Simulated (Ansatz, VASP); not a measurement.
# One calculation of Fe, two programs

```
Fe
1.0
    -1.37460    1.37460    1.37460
     1.37460   -1.37460    1.37460
     1.37460    1.37460   -1.37460
Fe
1
Direct
  0.00000 0.00000 0.00000
```

Alike in both runs: task single point; functional LDA; k mesh 23 × 23 × 23; occupations fermi-dirac, width 0.05 eV; collinear spin.

|  | VASP | Ansatz |
| --- | --- | --- |
| version | VASP 6.6.1 | Ansatz 0.2.0 |
| potentials or method | VASP PAW LDA potentials, release 64 (Fe) | plane waves (420 eV) with PAW, scalar-relativistic |
| plane-wave cutoff (eV) | 520 | 420 |
| valence electrons in the cell | 8 | 16 |

```csv
,VASP,Ansatz,Ansatz less VASP
pressure (GPa),-0.4,0.4,+0.78
net moment per atom (μB),1.97,1.99,+0.027
size of the moment on the site where the two differ most (μB),1.93,1.99,+0.061
```

Site moments also hang on the region over which each program counts them. The two sets of potentials don't hold the same shells in valence. Ansatz warned: «pseudo_functional_mismatch».
